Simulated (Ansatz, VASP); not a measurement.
# BaTiO3: VASP beside Ansatz

```
Ba Ti O
1.0
     2.81225    1.62363    2.30602
    -2.81225    1.62363    2.30602
     0.00000   -3.26479    2.31836
Ba Ti O
1 1 3
Direct
  0.99807 0.99807 0.99659
  0.48762 0.48762 0.48428
  0.50889 0.50889 0.01769
  0.01502 0.50960 0.51032
  0.50960 0.01502 0.51032
```

Alike in both runs: functional PBEsol; k mesh 6 × 6 × 6; occupations methfessel-paxton of order 1, width 0.05 eV; no spin polarisation.

Ansatz relaxed the structure, and its values are those at the end. VASP's run is a single point on that final structure, the one shown.

|  | VASP | Ansatz |
| --- | --- | --- |
| version | VASP 6.6.1 | Ansatz 0.2.0 |
| potentials or method | VASP PAW PBE potentials, release 64 (Ba_sv, Ti_sv, O) | plane waves, PAW |
| plane-wave cutoff (eV) | 520 | 420 |
| valence electrons in the cell | 40 | 40 |

```csv
,VASP,Ansatz,Ansatz less VASP
gap on the k mesh at the Fermi level (eV),2.22,2.28,+0.054
pressure (GPa),1.9,-0.1,-1.93
rms of the force components (eV/Å),0.024,0.000,-0.0243
```

With one functional, cell and mesh, what is left measures potentials, basis and numerics. Ansatz warned: «symmetry_narrowed_by_cell_relaxation».

Caveats: the PAW data sets were made with another functional, which shifts forces and pressure a little (VASP); spin-orbit coupling is left out, which moves the levels of the heavy elements. A k mesh can miss the band edges.
